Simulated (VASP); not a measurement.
# Silicene and its bilayer, part 6 of 8

What are the lattice, gap and band positions of silicene, and what does a second sheet change?

VASP 6.6.1; r2SCAN with rVV10; plane waves and PAW (Si).

So far, gap on the k-mesh (eV): step 7 (a rigid stacking) 0.102.

## (10) A rigid stacking

File INCAR:

```
SYSTEM = Si
PREC = Normal
ENCUT = 350
EDIFF = 1E-05
NELM = 120
ISMEAR = 0
SIGMA = 0.03
LREAL = .FALSE.
ALGO = Normal
METAGGA = R2SCAN
LUSE_VDW = .TRUE.
IVDW_NL = 2
BPARAM = 11.95
CPARAM = 0.0093
LASPH = .TRUE.
NBANDS = 14
LORBIT = 11
LWAVE = .FALSE.
LCHARG = .FALSE.
KPAR = 4
IDIPOL = 3
LDIPOL = .TRUE.
DIPOL = 0.5 0.5 0.5
```

File POSCAR:

```
Si
1.0
    3.8540428162      0.0000000000      0.0000000000
   -1.9270214081      3.3376989861      0.0000000000
    0.0000000000      0.0000000000     20.8482477816
Si
4
Direct
    0.3333333300      0.6666666700      0.4077081200
    0.6666666700      0.3333333300      0.4256532200
    0.6666666700      0.3333333300      0.5743467800
    0.3333333300      0.6666666700      0.5922918800
```

File KPOINTS:

```
Automatic mesh
0
Gamma
9 9 1
0 0 0
```

PAW data sets: Si (PBE family, release 64).

On the command line:

```bash
> mpirun -np 4 vasp_std
```

Log:

```text
[... set-up lines as in an earlier step ...]
 entering main loop
       N       E                     dE             d eps       ncg     rms          rms(c)
Total rVV10 correction in eV:      0.4756959    21.4727926
Total rVV10 correction in eV:      0.4756959    21.4727926
Total rVV10 correction in eV:      0.4756959    21.4727926
Total rVV10 correction in eV:      0.4756959    21.4727926
DAV:   1     0.460234624383E+02    0.46023E+02   -0.40260E+03   336   0.589E+02
DAV:   2    -0.291283756827E+02   -0.75152E+02   -0.70737E+02   516   0.123E+02
DAV:   3    -0.343534284746E+02   -0.52251E+01   -0.51601E+01   414   0.338E+01
DAV:   4    -0.344913161739E+02   -0.13789E+00   -0.13768E+00   496   0.743E+00
DAV:   5    -0.344957833699E+02   -0.44672E-02   -0.44654E-02   484   0.128E+00    0.843E+00
Total rVV10 correction in eV:      0.4799818    21.4746814
Total rVV10 correction in eV:      0.4799818    21.4746814
Total rVV10 correction in eV:      0.4799818    21.4746814
Total rVV10 correction in eV:      0.4799818    21.4746814
[...]
Total rVV10 correction in eV:      0.5038191    21.4728140
DAV:  18    -0.318204897801E+02   -0.34520E-04   -0.36723E-06   366   0.106E-02    0.613E-04
Total rVV10 correction in eV:      0.5038225    21.4728132
Total rVV10 correction in eV:      0.5038225    21.4728132
Total rVV10 correction in eV:      0.5038225    21.4728132
Total rVV10 correction in eV:      0.5038225    21.4728132
DAV:  19    -0.318205032267E+02   -0.13447E-04   -0.89951E-07   330   0.502E-03    0.395E-04
Total rVV10 correction in eV:      0.5038225    21.4728052
Total rVV10 correction in eV:      0.5038225    21.4728052
Total rVV10 correction in eV:      0.5038225    21.4728052
Total rVV10 correction in eV:      0.5038225    21.4728052
DAV:  20    -0.318205087310E+02   -0.55042E-05   -0.27266E-07   294   0.295E-03
Total rVV10 correction in eV:      0.5038231    21.4727987
Total rVV10 correction in eV:      0.5038231    21.4727987
Total rVV10 correction in eV:      0.5038231    21.4727987
Total rVV10 correction in eV:      0.5038231    21.4727987
Total rVV10 correction in eV:      0.5038226    21.4727998
Total rVV10 correction in eV:      0.5038226    21.4727998
Total rVV10 correction in eV:      0.5038226    21.4727998
Total rVV10 correction in eV:      0.5038226    21.4727998
   1 F= -.31820509E+02 E0= -.31820113E+02  d E =-.792157E-03
```

The job ended after 40 s (4 MPI ranks of AMD EPYC 9R45, shared host; peak memory 1.1 GiB; 2.6 min of CPU time).

From OUTCAR (step 10):

```text
  Total        0.5031103      0.5031103     -1.0195237      0.0000000      0.0000000      0.0000000
  in kB        3.0056649      3.0056649     -6.0908043      0.0000000      0.0000000      0.0000000
  external PRESSURE =      -0.0264915 kB  Pullay stress =       0.0000000 kB

 POSITION                                       TOTAL-FORCE (eV/Angst)
 -----------------------------------------------------------------------------------
     -0.00000      2.22513      8.50000         0.000000      0.000000     -0.290014
      1.92702      1.11257      8.87412         0.000000     -0.000000      0.678214
      1.92702      1.11257     11.97412         0.000000     -0.000000     -0.678214
     -0.00000      2.22513     12.34825        -0.000000      0.000000      0.290014
 -----------------------------------------------------------------------------------
    total drift:                               -0.000011      0.000006     -0.000000

  FREE ENERGIE OF THE ION-ELECTRON SYSTEM (eV)
  ---------------------------------------------------
  free  energy   TOTEN  =       -31.8205087310 eV

  energy  without entropy=      -31.8197165744  energy(sigma->0) =      -31.82011265

[... 2 parts as in an earlier step ...]

[... 1 further part left out ...]
[key lines of the parts left out:]
E-fermi :  -1.6805
```

Energy at zero smearing: -31.82011 eV.

## (11) A rigid stacking

INCAR is that of step 10.

POSCAR: that of step 10 with these lines changed.

```diff
@@ -10,3 +10,3 @@
     0.6666666700      0.3333333300      0.4256532200
-    0.6666666700      0.3333333300      0.5743467800
-    0.3333333300      0.6666666700      0.5922918800
+    0.0000000000      1.0000000000      0.5743467800
+    0.6666666700      0.3333333300      0.5922918800
```

KPOINTS is that of step 10.

On the command line:

```bash
> mpirun -np 4 vasp_std
```

Log:

```text
[... set-up lines as in an earlier step ...]
 entering main loop
       N       E                     dE             d eps       ncg     rms          rms(c)
Total rVV10 correction in eV:      0.4744241    21.4727914
Total rVV10 correction in eV:      0.4744241    21.4727914
Total rVV10 correction in eV:      0.4744241    21.4727914
Total rVV10 correction in eV:      0.4744241    21.4727914
DAV:   1     0.458621805080E+02    0.45862E+02   -0.40543E+03   336   0.591E+02
DAV:   2    -0.292312537174E+02   -0.75093E+02   -0.68581E+02   472   0.122E+02
DAV:   3    -0.343893379280E+02   -0.51581E+01   -0.50869E+01   438   0.343E+01
DAV:   4    -0.345317678693E+02   -0.14243E+00   -0.14211E+00   470   0.772E+00
DAV:   5    -0.345392813478E+02   -0.75135E-02   -0.75124E-02   498   0.173E+00    0.841E+00
Total rVV10 correction in eV:      0.4786931    21.4745591
Total rVV10 correction in eV:      0.4786931    21.4745591
Total rVV10 correction in eV:      0.4786931    21.4745591
Total rVV10 correction in eV:      0.4786931    21.4745591
[...]
Total rVV10 correction in eV:      0.5019084    21.4728092
DAV:  19    -0.318650510327E+02   -0.29104E-04   -0.16484E-06   312   0.736E-03    0.356E-04
Total rVV10 correction in eV:      0.5019064    21.4728147
Total rVV10 correction in eV:      0.5019064    21.4728147
Total rVV10 correction in eV:      0.5019064    21.4728147
Total rVV10 correction in eV:      0.5019064    21.4728147
DAV:  20    -0.318650682145E+02   -0.17182E-04   -0.99527E-07   324   0.539E-03    0.545E-04
Total rVV10 correction in eV:      0.5019070    21.4728020
Total rVV10 correction in eV:      0.5019070    21.4728020
Total rVV10 correction in eV:      0.5019070    21.4728020
Total rVV10 correction in eV:      0.5019070    21.4728020
DAV:  21    -0.318650739396E+02   -0.57251E-05   -0.53341E-07   282   0.428E-03
Total rVV10 correction in eV:      0.5019055    21.4727988
Total rVV10 correction in eV:      0.5019055    21.4727988
Total rVV10 correction in eV:      0.5019055    21.4727988
Total rVV10 correction in eV:      0.5019055    21.4727988
Total rVV10 correction in eV:      0.5019056    21.4728005
Total rVV10 correction in eV:      0.5019056    21.4728005
Total rVV10 correction in eV:      0.5019056    21.4728005
Total rVV10 correction in eV:      0.5019056    21.4728005
   1 F= -.31865074E+02 E0= -.31865074E+02  d E =-.812799E-06
```

Wall time 42 s (4 MPI ranks); peak memory 1.1 GiB.

From OUTCAR (step 11):

```text
  Total        0.1189652      0.1189652      0.2163458      0.0000000      0.0000000      0.0000000
  in kB        0.7107177      0.7107177      1.2924861      0.0000000      0.0000000      0.0000000
  external PRESSURE =       0.9046405 kB  Pullay stress =       0.0000000 kB

 POSITION                                       TOTAL-FORCE (eV/Angst)
 -----------------------------------------------------------------------------------
     -0.00000      2.22513      8.50000         0.000000     -0.000000     -0.292261
      1.92702      1.11257      8.87412        -0.000000      0.000000      0.251795
      0.00000      0.00000     11.97412        -0.000000      0.000000      0.020136
      1.92702      1.11257     12.34825        -0.000000      0.000000      0.020330
 -----------------------------------------------------------------------------------
    total drift:                               -0.000011      0.000003      0.000125

  FREE ENERGIE OF THE ION-ELECTRON SYSTEM (eV)
  ---------------------------------------------------
  free  energy   TOTEN  =       -31.8650739396 eV

  energy  without entropy=      -31.8650731268  energy(sigma->0) =      -31.86507353

[... 2 parts as in an earlier step ...]

[... 1 further part left out ...]
[key lines of the parts left out:]
E-fermi :  -1.6856
```

Energy at zero smearing: -31.86507 eV.

(Part 6 of 8 ends here.)

[Lines on the potential files, build, host, timing and source positions are cut from VASP's logs without a mark.]

[Logs are printed without paths, hosts, clocks, repeated set-up lines and the standing remarks that a program may print on its own settings, such as how far it seeks lower states.]

[Hosts, paths, dates, database ids (printed as entryN), source tags and the programs' standing remarks are cut or masked in the printed files.]

[Runs that stopped without an error message from VASP are left out.]
